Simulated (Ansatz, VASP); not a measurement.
# CdS in VASP and in Ansatz

Contents of INCAR:

```
PREC     = Accurate       # precision mode
ENCUT    = 520            # plane-wave cutoff, eV
EDIFF    = 1E-6           # SCF threshold, eV
ISMEAR   = 0              # smearing method
SIGMA    = 0.05           # smearing width, eV
LREAL    = False          # projectors in reciprocal space
LASPH    = True           # aspherical terms in the spheres
NELM     = 60             # most SCF steps
ALGO     = Normal         # electronic algorithm
ISIF     = 2              # what is computed and relaxed
LWAVE    = False          # write WAVECAR
LCHARG   = False          # write CHGCAR
GGA      = PS             # functional
NBANDS   = 16             # bands
```

Contents of KPOINTS:

```
regular mesh
0
Gamma
  9 9 6
```

POSCAR

```
CdS
1.0
    4.5902057899      0.0000000000      0.0000000000
   -2.2951028950      3.9752348227      0.0000000000
    0.0000000000      0.0000000000      5.0018846116
Cd S
1 1
Direct
    0.0000000000      0.0000000000      0.4426919200
    0.6666666667      0.3333333333      0.4343080800
```

Input for Ansatz:

```yaml
crystal:
  lattice:
    - [4.5902057899, 0.0, 0.0]
    - [-2.295102895, 3.9752348227, 0.0]
    - [0.0, 0.0, 5.0018846116]
  atoms:
    - { symbol: Cd, position: [0.0, 0.0, 0.44269192] }
    - { symbol: S, position: [0.6666666667, 0.3333333333, 0.43430808] }
basis:
  ecutwfc: 420
kpoints:
  mp_grid: { grid: [9, 9, 6] }
hamiltonian:
  xc: pbesol
scf:
  occupations: { method: gaussian, width: 0.05 }
output:
  forces: true
  stress: true
  eigenvalues: true
```

Alike in both runs: task single point; functional PBEsol; k mesh 9 × 9 × 6; occupations gaussian, width 0.05 eV; no spin polarisation.

|  | VASP | Ansatz |
| --- | --- | --- |
| version | VASP 6.6.1 | Ansatz 0.2.0 |
| potentials or method | VASP PAW PBE potentials, release 64 (Cd, S) | scalar-relativistic, plane waves, PAW |
| plane-wave cutoff (eV) | 520 | 420 |
| valence electrons in the cell | 18 | 26 |

```csv
,VASP,Ansatz,Ansatz less VASP
gap on the k mesh at the Fermi level (eV),0.26,0.25,-0.006
least direct gap on the mesh (eV),0.77,0.78,+0.002
pressure (GPa),-5.7,-5.8,-0.10
largest component of the traceless stress (GPa),5.79,5.90,+0.107
rms of the force components (eV/Å),0.018,0.019,+0.0008
```

Atom by atom the forces differ by 0.001 eV/Å (rms over components). The two sets of potentials don't hold the same shells in valence.

Caveats: the PAW data sets were made with another functional, which shifts forces and pressure a little (VASP); an odd mesh through Γ misses points on the zone boundary, where band edges often lie.
